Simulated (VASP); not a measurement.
Wanted: the native input for a VASP 6.6.1 run.

| Item | Value |
| --- | --- |
| Task | single point |
| Functional | PBE |
| Potentials or basis | VASP PAW PBE potentials, release 64 (Pb_d) |
| Cutoff | 520 eV |
| k mesh | 9 × 9 × 5 |
| Occupations | fermi-dirac, width 0.05 eV |
| Spin | no spin polarisation |
| Further INCAR settings | ALGO = Normal; EDIFF = 1e-07; NBANDS = 21 |

The structure of Pb lies in POSCAR:

```
Pb
1.0
    3.4800000000      0.0000000000      0.0000000000
   -1.7400000000      3.0137684052      0.0000000000
    0.0000000000      0.0000000000      5.5900000000
Pb
2
Direct
    0.6666666667      0.3333333333      0.7500000000
    0.3333333333      0.6666666667      0.2500000000
```

This isn't the form of Pb at room conditions, which is fcc.

One way to write it, as run:

INCAR

```
SYSTEM = Pb
ALGO     = Normal         ! electronic algorithm
EDIFF    = 1E-7           ! SCF threshold, eV
ENCUT    = 520            ! plane-wave cutoff, eV
GGA      = PE             ! functional
ISIF     = 2              ! what is computed and relaxed
ISMEAR   = -1             ! smearing method
LASPH    = .TRUE.         ! aspherical terms in the spheres
LCHARG   = .TRUE.         ! write CHGCAR
LELF     = .TRUE.         ! ELF
LREAL    = .FALSE.        ! projectors in reciprocal space
LVHAR    = .TRUE.       
LWAVE    = .FALSE.        ! write WAVECAR
NBANDS   = 21             ! bands
NELM     = 80             ! most SCF steps
PREC     = Accurate       ! precision mode
SIGMA    = 0.05           ! smearing width, eV
```

KPOINTS

```
k-points
0
G
  9 9 5
  0 0 0
```

Potentials or basis: VASP PAW PBE potentials, release 64 (Pb_d).

Run with:

```sh
$ cat potpaw_PBE.64/Pb_d/POTCAR > POTCAR
$ mpirun -np 1 vasp_std > vasp.out
```

It gave:

```
Pressure               : 4.1 GPa
Band gap on the k mesh : none (metal or under the smearing width)
```

Run time: 32 s on 1 thread of Intel(R) Xeon(R) Platinum 8488C (Sapphire Rapids), on a shared host, peak memory 0.17 GiB.
